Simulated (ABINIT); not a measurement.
# Pb (Fd-3m) in ABINIT: a series of runs

One crystal, Pb, is run at these levels: PBE; tasks: relaxation of cell and atoms, single point.

All numbers are computed with ABINIT 10.8.3 (patched build); they aren't measurements. Logs are shortened: lines on timing, memory, paths and dates and some standing lists are left out, and cuts for length are marked. The log counts tension as positive stress, the text compression.

### 1 The structure

It takes space group Fd-3m (No. 227, cubic). The conventional cell has a = 6.878 Å, b = 6.878 Å, c = 6.878 Å, α = 90.00°, β = 90.00°, γ = 90.00°. Around Pb (site symmetry -43m) lie 4 Pb at 2.98 Å.

This isn't the form of Pb at room conditions, which is fcc.

### 2 Relaxation of cell and atoms, PBE

run.abi reads:

```
# Pseudopotentials
pp_dirpath "./"
pseudos "Pb.GGA_PBE-JTH.xml"

# Structure
acell 9.1906461943 9.1906461943 9.1906461943
rprim
     0.0000000000     0.7071067812     0.7071067812
     0.7071067812     0.0000000000     0.7071067812
     0.7071067812     0.7071067812     0.0000000000
ntypat 1
znucl 82
natom 2
typat 1 1
chkprim 0
chksymtnons 0
tolsym 1.0e-6
xred
            1/4            1/4            1/4
            0.0            0.0            0.0

# Plane-wave basis
ecut 22.0
pawecutdg 44.0
pawxcdev 0
ecutsm 0.5

# k points
kptopt 1
ngkpt 5 5 5
nshiftk 1
shiftk 0.0 0.0 0.0

# Exchange and correlation
ixc 11

# Bands and occupations
nband 18
occopt 3
tsmear 0.00183747

# SCF cycle
nstep 80
tolvrs 1.0e-10

# Output
iomode 3
prteig 0
prtebands 0
prtwf 0
prtden 0

# Relaxation
ionmov 2
optcell 2
ntime 50
tolmxf 2.0e-5
dilatmx 1.08
```

Potentials or basis: JTH PAW PBE v2.0.

Started as:

```
$ abinit run.abi > log 2>&1
```

run.abo:

```text
.Version 10.8.3 of ABINIT
 Symmetries : space group Fd -3 m (#227); Bravais cF (face-center cubic)
================================================================================
 Values of the parameters that define the memory need of the present run
     intxc =       0    ionmov =       2      iscf =      17    lmnmax =      18
     lnmax =       6     mgfft =      45  mpssoang =       3    mqgrid =    3001
     natom =       2  nloc_mem =       2    nspden =       1   nspinor =       1
    nsppol =       1      nsym =      48    n1xccc =       1    ntypat =       1
    occopt =       3   xclevel =       2
       mpw =        3423          nfft =       91125          nkpt =          10
 PAW method is used; the additional fine FFT grid is defined by:
   mgfftf=        60    nfftf =    216000
================================================================================
================================================================================

--------------------------------------------------------------------------------
------------- Echo of variables that govern the present computation ------------
--------------------------------------------------------------------------------
 -outvars: echo values of preprocessed input variables --------
            acell      9.1906461943E+00  9.1906461943E+00  9.1906461943E+00 Bohr
              amu      2.07200000E+02
          chkprim           0
      chksymtnons           0
          dilatmx      1.08000000E+00
             ecut      2.20000000E+01 Hartree
           ecutsm      5.00000000E-01 Hartree
           ionmov           2
              ixc          11
         kptrlatt        5    0    0      0    5    0      0    0    5
          kptrlen      4.59532310E+01
            natom           2
            nband          18
            ngfft          45      45      45
          ngfftdg          60      60      60
             nkpt          10
            nstep          80
             nsym          48
            ntime          50
           ntypat           1
           occopt           3
          optcell           2
        pawecutdg      4.40000000E+01 Hartree
         pawxcdev           0
           prtden           0
        prtebands           0
           prteig           0
            prtwf           0
            rprim      0.0000000000E+00  7.0710678120E-01  7.0710678120E-01
                       7.0710678120E-01  0.0000000000E+00  7.0710678120E-01
                       7.0710678120E-01  7.0710678120E-01  0.0000000000E+00
          spgroup         227
           tolmxf      2.00000000E-05
           tolsym      1.00000000E-06
           tolvrs      1.00000000E-10
           tsmear      1.83747000E-03 Hartree
            typat      1  1
           useylm           1
           xangst      1.7195000266E+00  1.7195000266E+00  1.7195000266E+00
                       0.0000000000E+00  0.0000000000E+00  0.0000000000E+00
            xcart      3.2493841238E+00  3.2493841238E+00  3.2493841238E+00
                       0.0000000000E+00  0.0000000000E+00  0.0000000000E+00
             xred      2.5000000000E-01  2.5000000000E-01  2.5000000000E-01
                       0.0000000000E+00  0.0000000000E+00  0.0000000000E+00
            znucl       82.00000

================================================================================

 chkinp: Checking input parameters for consistency.

================================================================================
== DATASET  1 ==================================================================

--- !DatasetInfo
iteration_state: {dtset: 1, }
dimensions: {natom: 2, nkpt: 10, mband: 18, nsppol: 1, nspinor: 1, nspden: 1, mpw: 3423, }
cutoff_energies: {ecut:  22.0, pawecutdg:  44.0, }
electrons: {nelect:   2.80000000E+01, charge:   0.00000000E+00, occopt:   3.00000000E+00, tsmear:   1.83747000E-03, }
meta: {optdriver: 0, ionmov: 2, optcell: 2, iscf: 17, paral_kgb: 0, }
...

 Exchange-correlation functional for the present dataset will be:
  GGA: Perdew-Burke-Ernzerhof functional - ixc=11
  J.P.Perdew, K.Burke, M.Ernzerhof, PRL 77, 3865 (1996)

 Real(R)+Recip(G) space primitive vectors, cartesian coordinates (Bohr,Bohr^-1):
 R(1)=  0.0000000  6.4987682  6.4987682  G(1)= -0.0769377  0.0769377  0.0769377
 R(2)=  6.4987682  0.0000000  6.4987682  G(2)=  0.0769377 -0.0769377  0.0769377
 R(3)=  6.4987682  6.4987682  0.0000000  G(3)=  0.0769377  0.0769377 -0.0769377
 Unit cell volume ucvol=  5.4893781E+02 bohr^3
 Angles (23,13,12)=  6.00000000E+01  6.00000000E+01  6.00000000E+01 degrees

 Coarse grid specifications (used for wave-functions):

 getcut: wavevector=  0.0000  0.0000  0.0000  ngfft=  45  45  45
         ecut(hartree)=     25.661   => boxcut(ratio)=   2.09945

 Fine grid specifications (used for densities):

 getcut: wavevector=  0.0000  0.0000  0.0000  ngfft=  60  60  60
         ecut(hartree)=     51.322   => boxcut(ratio)=   2.02437

--- Pseudopotential description ------------------------------------------------
- pspini: atom type   1  psp file is ./Pb.GGA_PBE-JTH.xml
 Pseudopotential format is: paw10
 basis_size (lnmax)=  6 (lmn_size= 18), orbitals=   0   0   1   1   2   2
 Spheres core radius: rc_sph= 2.40264019
 Shapefunction is BESSEL type: shapef(r,l)=aa(1,l)*jl(q(1,l)*r)+aa(2,l)*jl(q(2,l)*r)
 Radius for shape functions =  2.00872932
 Compensation charge density is not taken into account in XC energy/potential

   1.31851888E+03                                ecore*ucvol(ha*bohr**3)
--------------------------------------------------------------------------------

================================================================================

=== [ionmov= 2] Broyden-Fletcher-Goldfarb-Shanno method (forces)
================================================================================

--- Iteration: ( 1/50) Internal Cycle: (1/1)
--------------------------------------------------------------------------------

---SELF-CONSISTENT-FIELD CONVERGENCE--------------------------------------------
[... 491 lines left out ...]
 Difference of energy with previous step (new-old):
           Absolute (Ha)=-3.10657E-07
           Relative     =-2.53831E-09

 At Broyd/MD step   5, gradients are converged :
  max grad (force/stress) = 1.0602E-06 < tolmxf= 2.0000E-05 ha/bohr (free atoms)

================================================================================

 ----iterations are completed or convergence reached----

 Mean square residual over all n,k,spin=   14.858E-10; max=  26.703E-08
 reduced coordinates (array xred) for    2 atoms
       0.250000000000      0.250000000000      0.250000000000
      -0.000000000000      0.000000000000      0.000000000000
 rms dE/dt=  6.4980E-30; max dE/dt=  1.0518E-29; dE/dt below (all hartree)
    1       0.000000000000     -0.000000000000     -0.000000000000
    2       0.000000000000     -0.000000000000     -0.000000000000

 cartesian coordinates (angstrom) at end:
    1      1.77065485570820     1.77065485570820     1.77065485570820
    2      0.00000000000000    -0.00000000000000    -0.00000000000000

 cartesian forces (hartree/bohr) at end:
    1      0.00000000000000     0.00000000000000     0.00000000000000
    2     -0.00000000000000    -0.00000000000000    -0.00000000000000
 frms,max,avg= 1.7425361E-31 2.7505177E-31   0.000E+00  0.000E+00  0.000E+00 h/b

 cartesian forces (eV/Angstrom) at end:
    1      0.00000000000000     0.00000000000000     0.00000000000000
    2     -0.00000000000000    -0.00000000000000    -0.00000000000000
 frms,max,avg= 8.9604808E-30 1.4143731E-29   0.000E+00  0.000E+00  0.000E+00 e/A
 length scales=  9.464066332902  9.464066332902  9.464066332902 bohr
              =  5.008168222449  5.008168222449  5.008168222449 angstroms
 Fermi (or HOMO) energy (hartree) =   0.12723   Average Vxc (hartree)=  -0.27731
 Eigenvalues (hartree) for nkpt=  10  k points:
 kpt#   1, nband= 18, wtk=  0.00800, kpt=  0.0000  0.0000  0.0000 (reduced coord)
  -0.49325   -0.49325   -0.49325   -0.49105   -0.49105   -0.47833   -0.47833   -0.47833
  -0.47805   -0.47805   -0.25844   -0.02822    0.14669    0.14669    0.14669    0.21939
   0.21939    0.21939
      occupation numbers for kpt#   1
   2.00000    2.00000    2.00000    2.00000    2.00000    2.00000    2.00000    2.00000
   2.00000    2.00000    2.00000    2.00000    0.00005    0.00005    0.00005    0.00000
   0.00000    0.00000
 prteigrs : prtvol=0 or 1, do not print more k-points.

--- !EnergyTerms
iteration_state     : {dtset: 1, itime: 5, icycle: 1, }
comment             : Components of total free energy in Hartree
kinetic             :  9.98683920628133E+00
hartree             :  4.74508277135072E+01
xc                  : -5.01832039228150E+00
Ewald energy        : -7.88849204152284E+01
psp_core            :  2.19972314259892E+00
local_psp           : -1.42775250368757E+02
PAW spherical_terms :  4.46540739392884E+01
internal            : -1.22387027174591E+02
'-kT*entropy'       : -4.02779083804708E-04
total_energy        : -1.22387429953675E+02
total_energy_eV     : -3.33033162812240E+03
...

--- !EnergyTermsDC
iteration_state     : {dtset: 1, itime: 5, icycle: 1, }
comment             : '"Double-counting" decomposition of free energy'
band_energy         : -1.00480215651375E+01
Ewald energy        : -7.88849204152284E+01
psp_core            :  2.19972314259892E+00
xc_dc               : -4.70904747829147E+01
PAW spherical_terms :  1.14366685032523E+01
internal            : -1.22387025117429E+02
'-kT*entropy'       : -4.02779083804708E-04
total_energy_dc     : -1.22387427896513E+02
total_energy_dc_eV  : -3.33033157214417E+03
...

--- !EnergyTermsWithPAWCore
iteration_state     : {dtset: 1, itime: 5, icycle: 1, }
comment             : 'Components of total free energy, including PAW core contributions'
Total energy        : -4.17640546144111E+04
Total energy DC     : -4.17640546123540E+04
Total energy (eV)   : -1.13645782131099E+06
Total energy DC (eV): -1.13645782125501E+06
...

 Cartesian components of stress tensor (hartree/bohr^3)
  sigma(1 1)= -1.06021761E-08  sigma(3 2)=  0.00000000E+00
  sigma(2 2)= -1.06021761E-08  sigma(3 1)=  0.00000000E+00
  sigma(3 3)= -1.06021761E-08  sigma(2 1)=  0.00000000E+00

-Cartesian components of stress tensor (GPa)         [Pressure=  3.1193E-04 GPa]
- sigma(1 1)= -3.11926790E-04  sigma(3 2)=  0.00000000E+00
- sigma(2 2)= -3.11926790E-04  sigma(3 1)=  0.00000000E+00
- sigma(3 3)= -3.11926790E-04  sigma(2 1)=  0.00000000E+00

== END DATASET(S) ==============================================================
================================================================================

 -outvars: echo values of variables after computation  --------
            acell      9.4640663329E+00  9.4640663329E+00  9.4640663329E+00 Bohr
           etotal     -1.2238742790E+02
            fcart      1.1787932922E-31  2.7505176817E-31  3.9293109739E-32
                      -1.1787932922E-31 -2.7505176817E-31 -3.9293109739E-32
            rprim      0.0000000000E+00  7.0710678119E-01  7.0710678119E-01
                       7.0710678119E-01  0.0000000000E+00  7.0710678119E-01
                       7.0710678119E-01  7.0710678119E-01  0.0000000000E+00
           strten     -1.0602176099E-08 -1.0602176097E-08 -1.0602176100E-08
                       0.0000000000E+00  0.0000000000E+00  0.0000000000E+00
           xangst      1.7706548557E+00  1.7706548557E+00  1.7706548557E+00
                       5.8897571051E-29 -6.9709817444E-30 -1.5887887868E-29
             xred      2.5000000000E-01  2.5000000000E-01  2.5000000000E-01
                      -1.1543249154E-29  7.0568051089E-30  9.5747735585E-30
 Calculation completed.
```

It took 1.9 min on 1 thread of Intel Xeon Platinum 8488C (Sapphire Rapids), shared host; peak memory 0.17 GiB.

Results:

```yaml
Free_energy: -3330.3316 eV
Relaxed_volume: 44.41 Å³/atom
Relaxed_cell: a = 5.008 Å, b = 5.008 Å, c = 5.008 Å, α = 60.00°, β = 60.00°, γ = 60.00°
Space_group_after_relaxing_to_0.05_Å: Fd-3m (No. 227)
Energy_gained_by_relaxing: 29.3 meV/atom
Ionic_steps: 5
Pressure_after_relaxing: 0.0 GPa
Band_gap_on_the_k_mesh: none (metal or under the smearing width)
```

Step by step:
| step | energy change (eV) | largest force (eV/Å) | pressure (GPa) | volume (Å³) |
| --- | --- | --- | --- | --- |
| 1 | 0.0000 | 0.0000 | 2.73 | 81.34 |
| 2 | -0.0110 | 0.0000 | 2.42 | 82.03 |
| 3 | -0.0579 | 0.0000 | 0.25 | 87.95 |
| 4 | -0.0586 | 0.0000 | 0.03 | 88.73 |
| 5 | -0.0586 | 0.0000 | 0.00 | 88.82 |

Final structure:
```
Pb
1.0
     0.00000    3.54131    3.54131
     3.54131    0.00000    3.54131
     3.54131    3.54131    0.00000
Pb
2
Cartesian
  1.7707 1.7707 1.7707
  0.0000 0.0000 0.0000
```

The run has no spin-orbit coupling, so splittings on Pb are missing.

### 3 Single point, PBE (cell relaxed)

run.abi reads:

```
# Pseudopotentials
pp_dirpath "./"
pseudos "Pb.GGA_PBE-JTH.xml"

# Structure
acell 9.4640663227 9.4640663227 9.4640663227
rprim
     0.0000000000     0.7071067812     0.7071067812
     0.7071067812     0.0000000000     0.7071067812
     0.7071067812     0.7071067812     0.0000000000
ntypat 1
znucl 82
natom 2
typat 1 1
xred
     0.2500000000     0.2500000000     0.2500000000
     0.0000000000     0.0000000000     0.0000000000
chkprim 0
chksymtnons 0
tolsym 1.0e-6

# Plane-wave basis
ecut 22.0
pawecutdg 44.0
pawxcdev 0

# k points
kptopt 1
ngkpt 5 5 5
nshiftk 1
shiftk 0.0 0.0 0.0

# Exchange and correlation
ixc 11

# Bands and occupations
nband 18
occopt 3
tsmear 0.00183747

# SCF cycle
nstep 100
tolvrs 1.0e-9

# Output
iomode 3
prtwf 0
prtden 0
prteig 0
prtebands 0
enunit 1
```

Potentials or basis: JTH PAW PBE v2.0.

Started as:

```
$ abinit run.abi > log 2>&1
```

Run time: 21 s. Hardware: 1 thread of Intel Xeon Platinum 8488C (Sapphire Rapids), shared host; peak memory 0.16 GiB.

Results (log left out):

| Item | Value |
| --- | --- |
| Free energy | -3330.3316 eV |
| Pressure | 0.0 GPa |
| Band gap on the k mesh | none (metal or under the smearing width) |
| Valence electrons inside the program's atomic spheres | Pb 11.41 (radii [1.2714] Å) |

Levels at points of the mesh, in eV from the Fermi level:
```
           k point  band 12  band 13  band 14  band 15  band 16  band 17
(0.00, 0.00, 0.00)    -4.23     0.53     0.53     0.53     2.51     2.51
```

The run has no spin-orbit coupling, so splittings on Pb are missing.
